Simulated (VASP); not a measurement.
BaF₂ (fluorite): the lattice constant a from VASP (plane waves, PAW) at several levels of theory. Static lattice.

```csv
level,lattice constant a (Å)
LDA,6.096
PBE,6.291
PBEsol,6.186
SCAN,6.218
r2SCAN,6.236
r2SCAN+rVV10,6.209
```

The cell of the LDA run:

```cif
data_BaF2
_chemical_formula_sum 'Ba1 F2'
_space_group_name_H-M_alt 'P 1'
_space_group_IT_number 1
_cell_length_a 4.31039
_cell_length_b 4.31039
_cell_length_c 4.31039
_cell_angle_alpha 60.000
_cell_angle_beta 60.000
_cell_angle_gamma 60.000
loop_
_space_group_symop_operation_xyz
  'x, y, z'
loop_
_atom_site_label
_atom_site_type_symbol
_atom_site_fract_x
_atom_site_fract_y
_atom_site_fract_z
_atom_site_occupancy
Ba1 Ba 0.00000 0.00000 0.00000 1
F1 F 0.25000 0.25000 0.25000 1
F2 F 0.75000 0.75000 0.75000 1
```

Only levels that ran to the end are used. Left out are those held back, those with too coarse a band path, GW runs whose mesh misses a band edge, hybrids' fits of cells that aren't cubic and levels without matching references; a question may draw on a part of the rest.

The compound is BaF2 in the fluorite structure.
